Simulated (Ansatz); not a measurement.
# Deforming Na

```
Na
1.0
     3.76700    0.00000    0.00000
    -1.88350    3.26232    0.00000
     0.00000    0.00000    6.15400
Na
2
Direct
  0.33333 0.66667 0.25000
  0.66667 0.33333 0.75000
```

Atom numbers follow the list: Na1, Na2.

The structure is an experimental refinement, used without relaxation.

Computed with DFT, PBE, all-electron LAPW, scalar-relativistic in Ansatz 0.2.0.

Numerical set-up: a Γ-centred 11×11×6 k mesh, Fermi–Dirac smearing of 0.05 eV, basis error target 0.5 meV/atom, no spin polarisation.

The unchanged cell is at -0.13 GPa.

In a metal, stresses and small energies carry noise from the k mesh.

x, y and z are the Cartesian axes of the cell as listed; fractional coordinates follow a strain, and an engineering shear is twice the off-diagonal strain component.

Question: One change gave: energy change under 1 meV/atom; stress change (xx, yy, zz, yz, xz, xy) 0.00, 0.01, -0.01, 0.00, 0.00, 0.04 GPa, compression positive. Which change was it?
A. equal xy, yz and zx engineering shear strains of -2 %
B. atom 1 (Na) moved by (0.0800, 0.0000, 0.0000) Å
C. xy engineering shear strain of -4 %

Answer: A. For xy engineering shear strain of -4 %: energy change under 1 meV/atom; stress change (xx, yy, zz, yz, xz, xy) 0.01, 0.03, -0.03, 0.00, 0.00, 0.08 GPa, compression positive; change of the force on Na1 (0.014, 0.000, 0.000) eV/Å. For atom 1 (Na) moved by (0.0800, 0.0000, 0.0000) Å: energy change under 1 meV/atom; stress change (xx, yy, zz, yz, xz, xy) 0.00, 0.00, 0.01, 0.00, 0.00, -0.06 GPa, compression positive.
